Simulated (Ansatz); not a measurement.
# Si63C2 (G centre, form B in Si, 64-site cell): the cost of one run

Computed with Ansatz 0.2.0 (DFT PBE, scalar-relativistic, plane waves, PAW, and further levels as typed in the inputs, unless a step's input says otherwise).

1 further run of the same task is left out (for a known fault of the program).

## 1. The system as given

Symmetry: Cm, No. 8, monoclinic system. The conventional cell has a = 15.361 Å, b = 15.361 Å, c = 10.862 Å, α = 90.00°, β = 90.00°, γ = 90.00°. Around Si (site symmetry m) lie 2 C at 1.84 Å. Around C (site symmetry m) lie 1 Si at 1.84 Å. Si (site symmetry m) has 1 C at 2.24 Å and 4 Si at 2.35 to 2.39 Å as nearest neighbours. Si (site symmetry 1) is surrounded by 1 C at 2.24 Å and 3 Si at 2.35 Å. Around Si (site symmetry 1) lie 4 Si at 2.35 Å. Only part of the 41 independent sites is listed.

Coordinates:

```
CELL_PARAMETERS angstrom
10.86200 0.00000 0.00000
0.00000 10.86200 0.00000
0.00000 0.00000 10.86200
ATOMIC_POSITIONS crystal
Si 0.09472 0.09472 0.99806
C 0.97608 0.97608 0.97608
C 0.14892 0.14892 0.14892
Si 0.25000 0.25000 0.00000
Si 0.12500 0.87500 0.87500
Si 0.87500 0.12500 0.87500
Si 0.00000 0.25000 0.75000
Si 0.25000 0.00000 0.75000
Si 0.12500 0.37500 0.87500
Si 0.37500 0.12500 0.87500
Si 0.00000 0.25000 0.25000
Si 0.25000 0.00000 0.25000
Si 0.87500 0.87500 0.12500
Si 0.12500 0.12500 0.62500
Si 0.25000 0.75000 0.00000
Si 0.75000 0.25000 0.00000
Si 0.37500 0.87500 0.12500
Si 0.87500 0.37500 0.12500
Si 0.00000 0.50000 0.00000
Si 0.50000 0.00000 0.00000
Si 0.37500 0.37500 0.12500
Si 0.00000 0.75000 0.75000
Si 0.75000 0.00000 0.75000
Si 0.00000 0.75000 0.25000
Si 0.75000 0.00000 0.25000
Si 0.12500 0.87500 0.37500
Si 0.87500 0.12500 0.37500
Si 0.12500 0.37500 0.37500
Si 0.37500 0.12500 0.37500
Si 0.87500 0.87500 0.62500
Si 0.75000 0.75000 0.00000
Si 0.12500 0.62500 0.12500
Si 0.62500 0.12500 0.12500
Si 0.50000 0.25000 0.75000
Si 0.25000 0.50000 0.75000
Si 0.50000 0.25000 0.25000
Si 0.25000 0.50000 0.25000
Si 0.00000 0.00000 0.50000
Si 0.37500 0.87500 0.62500
Si 0.87500 0.37500 0.62500
Si 0.62500 0.87500 0.87500
Si 0.87500 0.62500 0.87500
Si 0.25000 0.25000 0.50000
Si 0.37500 0.37500 0.62500
Si 0.62500 0.37500 0.87500
Si 0.37500 0.62500 0.87500
Si 0.50000 0.50000 0.00000
Si 0.50000 0.75000 0.75000
Si 0.75000 0.50000 0.75000
Si 0.50000 0.75000 0.25000
Si 0.75000 0.50000 0.25000
Si 0.12500 0.62500 0.62500
Si 0.62500 0.12500 0.62500
Si 0.25000 0.75000 0.50000
Si 0.75000 0.25000 0.50000
Si 0.62500 0.87500 0.37500
Si 0.87500 0.62500 0.37500
Si 0.00000 0.50000 0.50000
Si 0.50000 0.00000 0.50000
Si 0.62500 0.37500 0.37500
Si 0.37500 0.62500 0.37500
Si 0.62500 0.62500 0.12500
Si 0.75000 0.75000 0.50000
Si 0.50000 0.50000 0.50000
Si 0.62500 0.62500 0.62500
```

## 2. Relaxing the atoms: Si63C2 defect cell, moments +

input.yaml reads:

```yaml
crystal:
  lattice:
    - [10.862, 0.0, 0.0]
    - [0.0, 10.862, 0.0]
    - [0.0, 0.0, 10.862]
  atoms:
    - { symbol: Si, position: [0.09472243, 0.09472243, 0.99805515], spin: 0.5 }
    - { symbol: C, position: [0.97608105, 0.97608105, 0.97608105] }
    - { symbol: C, position: [0.14891895, 0.14891895, 0.14891895] }
    - { symbol: Si, position: [0.25, 0.25, 0.0] }
    - { symbol: Si, position: [0.125, 0.875, 0.875] }
    - { symbol: Si, position: [0.875, 0.125, 0.875] }
    - { symbol: Si, position: [0.0, 0.25, 0.75] }
    - { symbol: Si, position: [0.25, 0.0, 0.75] }
    - { symbol: Si, position: [0.125, 0.375, 0.875] }
    - { symbol: Si, position: [0.375, 0.125, 0.875] }
    - { symbol: Si, position: [0.0, 0.25, 0.25] }
    - { symbol: Si, position: [0.25, 0.0, 0.25] }
    - { symbol: Si, position: [0.875, 0.875, 0.125] }
    - { symbol: Si, position: [0.125, 0.125, 0.625] }
    - { symbol: Si, position: [0.25, 0.75, 0.0] }
    - { symbol: Si, position: [0.75, 0.25, 0.0] }
    - { symbol: Si, position: [0.375, 0.875, 0.125] }
    - { symbol: Si, position: [0.875, 0.375, 0.125] }
    - { symbol: Si, position: [0.0, 0.5, 0.0] }
    - { symbol: Si, position: [0.5, 0.0, 0.0] }
    - { symbol: Si, position: [0.375, 0.375, 0.125] }
    - { symbol: Si, position: [0.0, 0.75, 0.75] }
    - { symbol: Si, position: [0.75, 0.0, 0.75] }
    - { symbol: Si, position: [0.0, 0.75, 0.25] }
    - { symbol: Si, position: [0.75, 0.0, 0.25] }
    - { symbol: Si, position: [0.125, 0.875, 0.375] }
    - { symbol: Si, position: [0.875, 0.125, 0.375] }
    - { symbol: Si, position: [0.125, 0.375, 0.375] }
    - { symbol: Si, position: [0.375, 0.125, 0.375] }
    - { symbol: Si, position: [0.875, 0.875, 0.625] }
    - { symbol: Si, position: [0.75, 0.75, 0.0] }
    - { symbol: Si, position: [0.125, 0.625, 0.125] }
    - { symbol: Si, position: [0.625, 0.125, 0.125] }
    - { symbol: Si, position: [0.5, 0.25, 0.75] }
    - { symbol: Si, position: [0.25, 0.5, 0.75] }
    - { symbol: Si, position: [0.5, 0.25, 0.25] }
    - { symbol: Si, position: [0.25, 0.5, 0.25] }
    - { symbol: Si, position: [0.0, 0.0, 0.5] }
    - { symbol: Si, position: [0.375, 0.875, 0.625] }
    - { symbol: Si, position: [0.875, 0.375, 0.625] }
    - { symbol: Si, position: [0.625, 0.875, 0.875] }
    - { symbol: Si, position: [0.875, 0.625, 0.875] }
    - { symbol: Si, position: [0.25, 0.25, 0.5] }
    - { symbol: Si, position: [0.375, 0.375, 0.625] }
    - { symbol: Si, position: [0.625, 0.375, 0.875] }
    - { symbol: Si, position: [0.375, 0.625, 0.875] }
    - { symbol: Si, position: [0.5, 0.5, 0.0] }
    - { symbol: Si, position: [0.5, 0.75, 0.75] }
    - { symbol: Si, position: [0.75, 0.5, 0.75] }
    - { symbol: Si, position: [0.5, 0.75, 0.25] }
    - { symbol: Si, position: [0.75, 0.5, 0.25] }
    - { symbol: Si, position: [0.125, 0.625, 0.625] }
    - { symbol: Si, position: [0.625, 0.125, 0.625] }
    - { symbol: Si, position: [0.25, 0.75, 0.5] }
    - { symbol: Si, position: [0.75, 0.25, 0.5] }
    - { symbol: Si, position: [0.625, 0.875, 0.375] }
    - { symbol: Si, position: [0.875, 0.625, 0.375] }
    - { symbol: Si, position: [0.0, 0.5, 0.5] }
    - { symbol: Si, position: [0.5, 0.0, 0.5] }
    - { symbol: Si, position: [0.625, 0.375, 0.375] }
    - { symbol: Si, position: [0.375, 0.625, 0.375] }
    - { symbol: Si, position: [0.625, 0.625, 0.125] }
    - { symbol: Si, position: [0.75, 0.75, 0.5] }
    - { symbol: Si, position: [0.5, 0.5, 0.5] }
    - { symbol: Si, position: [0.625, 0.625, 0.625] }
magnetization:
  spin_polarized: true
scf:
  occupations: { method: explicit, values: { up: [[1, 0]], down: [[1, 0]] } }
  n_extra_bands: 6
output:
  forces: true
  stress: false
  eigenvalues: true
kpoints:
  mp_grid: { grid: [1, 1, 1] }
hamiltonian:
  xc: pbe
relax:
  f_tol: 0.01
  max_steps: 100
```

On the command line:

```
$ ansatz run input.yaml --threads 8 --pin off --max-ram 24576MiB --backend cpu --events-out ev --progress --plain --runs-dir out
```

Q: Estimate wall time and peak memory on 8 threads of Intel Xeon at 2.70GHz, shared host.

About 67 s, with a peak of 1.6 GiB.
